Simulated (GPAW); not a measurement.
Crystal: GaN.

```xyz
2
Lattice="0.0000 2.2535 2.2535 2.2535 0.0000 2.2535 2.2535 2.2535 0.0000" Properties=species:S:1:pos:R:3 pbc="T T T"
Ga    0.0000    0.0000    0.0000
N     1.1268    1.1268    1.1268
```

The cell is a database's computed one.

* Program: GPAW 26.7.0
* Task: relaxation of cell and atoms
* Functional: PBEsol
* Dispersion: D3
* Potentials or basis: PAW data sets generated in the run's folder for this functional
* Cutoff: 800 eV
* Basis: pw
* k mesh: 10 × 10 × 10
* Occupations: fermi-dirac, width 0.05 eV
* Spin: no spin polarisation

At the start: pressure 4.1 GPa; volume 11.44 Å³/atom.

Task: Where does the relaxation end?

Result: Over 3 steps the energy falls by 3.6 meV/atom and the volume is 11.66 Å³/atom (+1.9 %); space group F-43m (No. 216, to 0.05 Å).

Step by step:
| step | energy change (eV) | largest force (eV/Å) | pressure (GPa) | volume (Å³) |
| --- | --- | --- | --- | --- |
| 1 | 0.0000 | 0.0000 | 4.07 | 22.89 |
| 2 | -0.0036 | 0.0000 | 2.68 | 23.03 |
| 3 | -0.0071 | 0.0000 | 0.07 | 23.31 |

Final structure:
```cif
data_structure
_symmetry_space_group_name_H-M 'P 1'
_symmetry_Int_Tables_number 1
_cell_length_a 3.2066
_cell_length_b 3.2066
_cell_length_c 3.2066
_cell_angle_alpha 60.000
_cell_angle_beta 60.000
_cell_angle_gamma 60.000
_cell_volume 23.31
loop_
_atom_site_label
_atom_site_type_symbol
_atom_site_fract_x
_atom_site_fract_y
_atom_site_fract_z
_atom_site_occupancy
Ga1 Ga 0.00000 0.00000 0.00000 1
N1 N 0.25000 0.25000 0.25000 1
```

Caveat: the data sets keep Ga 3d, Li 1s and Be 1s frozen, and some such compounds lay over 1.5 % in volume off other programs; later steps reuse the first step's grids.
